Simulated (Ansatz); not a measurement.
All numbers below come from Ansatz 0.2.0, DFT PBE, scalar-relativistic, plane waves, PAW. Settings: cutoff 420 eV, Γ-centred meshes spaced at most about 0.3 Å⁻¹, and about 0.25 Å⁻¹ or finer for metals (2π included), Gaussian smearing. No spin polarisation.

Each guess is relaxed in cell and atoms at zero pressure, on a coarse mesh first where it starts far from rest and then on a converged one. The steps can't lower the symmetry of the start, but it can rise. Energies are static (0 K, no zero-point motion).

Two unrelaxed guesses for Cd₅HgTe₆:

A.

Space group P4/mmm (No. 123). a = 4.372 Å, b = 4.372 Å, c = 18.547 Å, α = 90.00°, β = 90.00°, γ = 90.00°
| atom | site | symmetry | x | y | z |
| --- | --- | --- | --- | --- | --- |
| Cd | 2g | 4mm | 0.0000 | 0.0000 | 0.8333 |
| Cd | 2h | 4mm | 0.5000 | 0.5000 | 0.3333 |
| Cd | 1b | 4/mmm | 0.0000 | 0.0000 | 0.5000 |
| Hg | 1c | 4/mmm | 0.5000 | 0.5000 | 0.0000 |
| Te | 1a | 4/mmm | 0.0000 | 0.0000 | 0.0000 |
| Te | 2h | 4mm | 0.5000 | 0.5000 | 0.1667 |
| Te | 2g | 4mm | 0.0000 | 0.0000 | 0.3333 |
| Te | 1d | 4/mmm | 0.5000 | 0.5000 | 0.5000 |

B.

Space group P-4m2 (No. 115). a = 4.372 Å, b = 4.372 Å, c = 18.547 Å, α = 90.00°, β = 90.00°, γ = 90.00°
```csv
atom,site,symmetry,x,y,z
Cd,2e,2mm.,0.0000,0.0000,0.8333
Cd,2f,2mm.,0.5000,0.5000,0.3333
Cd,1d,-4m2,0.0000,0.0000,0.5000
Hg,1b,-4m2,0.5000,0.5000,0.0000
Te,2g,2mm.,0.5000,0.0000,0.0833
Te,2g,2mm.,0.0000,0.5000,0.2500
Te,2g,2mm.,0.5000,0.0000,0.4167
```

Task: Do they relax into the same structure? If not, which is lower?

Result: No. B ends lower, by 175 meV/atom. A: P4/mmm at 29.5 Å³/atom → P4/mmm at 28.8 Å³/atom; B: P-4m2 at 29.5 Å³/atom → P-4m2 at 36.3 Å³/atom. Counting Te atoms around Cd and Hg (those within 1.25 times the shortest such distance or 1.15 times the sum of covalent radii), the end of A has Cd 6, Hg 6 and the end of B has Cd 4, Hg 4. End of A. Conventional cell: a = 4.320 Å, c = 18.526 Å. Around Cd on a site of symmetry 4mm lie 6 Te at 3.06–3.11 Å; Hg is surrounded by 6 Te at 3.05–3.19 Å; Te on a site of symmetry 4/mmm is surrounded by 4 Hg at 3.05 Å and 2 Cd at 3.11 Å; 5 more sites not described. End of B. Conventional cell: a = 4.684 Å, c = 19.869 Å. Cd on a site of symmetry 2mm is surrounded by 4 Te at 2.86–2.87 Å; around Hg lie 4 Te at 2.88 Å; around Te on its first site lie 2 Cd at 2.86 Å and 2 Hg at 2.88 Å; 4 more sites not described.

Ends held by symmetry can be saddle points. Spin–orbit coupling, which can matter for Hg and Te, is left out.
